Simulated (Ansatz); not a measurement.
Consider the ligand exchange at the Si–O bond: `[OH][Ga]([SH])[O][SiH3]` + `N=C(N)O` → `N/C(O)=N\[SiH3]` + `[OH][Ga]([OH])[SH]`.

Isolated molecules relaxed with PBE0-D4/def2-TZVP in Ansatz; ΔE leaves out vibrations. CCSD(T)/CBS is the MP2 limit (def2-TZVPP, def2-QZVPP) plus CCSD(T) − MP2 in def2-TZVPP, frozen cores. DFT in def2-TZVPP. B3LYP here is the variant with VWN-RPA as its local correlation; programs differ in this. For Ga outer-core shells are correlated without core-valence functions, which leaves a few kJ/mol of doubt a bond. Scalar relativity is left out up to krypton. Each species was taken in one conformer, which may not be the lowest.

`[OH][Ga]([SH])[O][SiH3]`:

Cartesian coordinates in Å:
```
O -1.562 1.016 1.486
Ga -1.308 -0.235 0.253
S -2.929 -1.544 -0.360
O 0.295 -0.425 -0.495
Si 1.756 0.289 -0.365
H -0.773 1.531 1.673
H -2.132 -2.186 -1.232
H 2.775 -0.706 0.059
H 1.720 1.386 0.650
H 2.158 0.875 -1.670
```

`N=C(N)O`:

Cartesian coordinates in Å:
```
N -0.551 -0.849 -0.927
C -0.102 -0.051 -0.051
N 0.806 0.921 -0.349
O -0.434 0.024 1.265
H -1.271 -1.466 -0.566
H 1.260 0.816 -1.239
H 1.366 1.271 0.408
H -1.074 -0.667 1.458
```

`N/C(O)=N\[SiH3]`:

Z-matrix (Å, degrees):
```
Si
N 1 1.705
H 1 1.503 2 113.2
H 1 1.487 2 110.7 3 -120.3
H 1 1.485 2 109.8 3 119.9
C 2 1.268 1 129.8 3 10.1
O 6 1.347 2 120.9 1 -179.9
N 6 1.355 2 128.9 1 1.7
H 7 0.965 6 105.1 2 -0.3
H 8 1.004 6 118.2 2 -12.5
H 8 1.004 6 118.8 2 -168.1
```

`[OH][Ga]([OH])[SH]`:

```xyz
7

O    -0.276   -0.381    1.804
Ga    0.001   -0.029    0.082
O    -1.071    1.171   -0.669
S     1.555   -0.975   -1.127
H     0.317   -1.033    2.183
H    -1.718    1.526   -0.054
H     1.192   -0.279   -2.218
```

| level | ΔE (kcal/mol) |
| --- | --- |
| B3LYP | 7.8 |
| HF/CBS(def2) | 11.2 |

(1) What does CCSD(T)/CBS give? (An estimate is asked.)

Largest T1 diagnostic among the species: 0.014.

Results:

(1) Computed: +8.3 kcal/mol. The listed levels differ from it by -0.5, 2.9 kcal/mol.

In def2-TZVPP, CCSD(T) changes the Hartree–Fock value by −2.1 kcal/mol (the triples alone add −0.5 kcal/mol) and MP2 by −2.9 kcal/mol. From PBE to PBE0 (25 % exact exchange), in def2-TZVPP and without D4, ΔE moves by +0.9 kcal/mol.

CCSD(T)/CBS has its own doubt, a few kJ/mol and more with outer-core shells, so smaller differences from it don't rank the levels.
